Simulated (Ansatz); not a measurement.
# GaN: Ga interstitial

The calculation used Ansatz 0.2.0, DFT PBE, scalar-relativistic, plane waves, PAW. (420 eV cutoff, 2×2×2 k-mesh, shifted by half a step, Gaussian smearing of 0.01 eV, collinear spin in charge 0, +2 alone)

Host crystal, relaxed:

```xyz
2
Lattice="0.0000 2.2742 2.2742 2.2742 0.0000 2.2742 2.2742 2.2742 0.0000" Properties=species:S:1:pos:R:3 pbc="T T T"
Ga    0.0000    0.0000    0.0000
N     3.4114    3.4114    3.4114
```

Supercell of 32 atoms, rows in host cell vectors: 1 1 -3; 1 1 1; 1 -3 1. Atoms relax at the host's cell from a start displaced at random by 0.06 Å near the defect, so other minima may exist. The cell is small, so energies carry finite-size errors of tenths of an eV. The host's Kohn–Sham gap is 1.54 eV. Atoms are taken from and returned to the elements' standard states. Charged cells are corrected for image charges with the computed static dielectric tensor (mean 11.0) and aligned with the host's potential at far atoms (alignment terms reach 1.91 eV; the program doubts the alignment in some charges, where it is up to 1.91 eV). No band-filling term is added, and the Fermi level counts from the host's valence band top.

Defect: Ga interstitial set at (0.250, 0.250, 0.250) of the host cell. In charges +3, +2, +1, 0 some atom moved by up to 2.0 Å, so the relaxed defect can differ in kind from the start. Before relaxation its nearest neighbours are 4 Ga at 1.97 Å, 6 N at 2.27 Å.

| charge | E_f at the valence band top (eV) | over the neutral state (eV) | moment (μB) | largest move (Å) | atoms near the site |
| --- | --- | --- | --- | --- | --- |
| +3 | 2.88 | -6.11 | 0.00 | 1.97 | 4 N at 1.93 Å |
| +2 | 4.42 | -4.57 | 0.50 | 1.97 | 4 N at 1.94 Å, 6 Ga at 2.51 Å |
| +1 | 6.35 | -2.64 | 0.00 | 1.81 | 1 N at 1.91 Å, 2 N at 2.12 Å, 1 Ga at 2.22 Å, 1 N at 2.38 Å, 2 Ga at 2.43 Å |
| 0 | 8.99 | 0.00 | 1.00 | 1.06 | 1 N at 1.81 Å, 1 Ga at 2.22 Å, 1 Ga at 2.32 Å |

Among the charges computed the stable one is +3 at the valence band top, changing to +2 at 1.54 eV. In charge 0 the extra carrier would gain by moving to a band edge of the host, so it isn't bound in the gap, though by less than the errors named above. In charge +2 the cell has partly filled bands: a level of the defect may be part filled, the carrier may sit in the host's bands, or levels may cross between the k points, so transitions that involve it are doubtful. Without the alignment that the program doubts, the level (+3/+2) would lie at 2.11 eV, outside the gap, so these runs don't decide whether the defect changes charge there. Other sites of the defect weren't tried. Fractional moments come from partly filled bands of the small cell.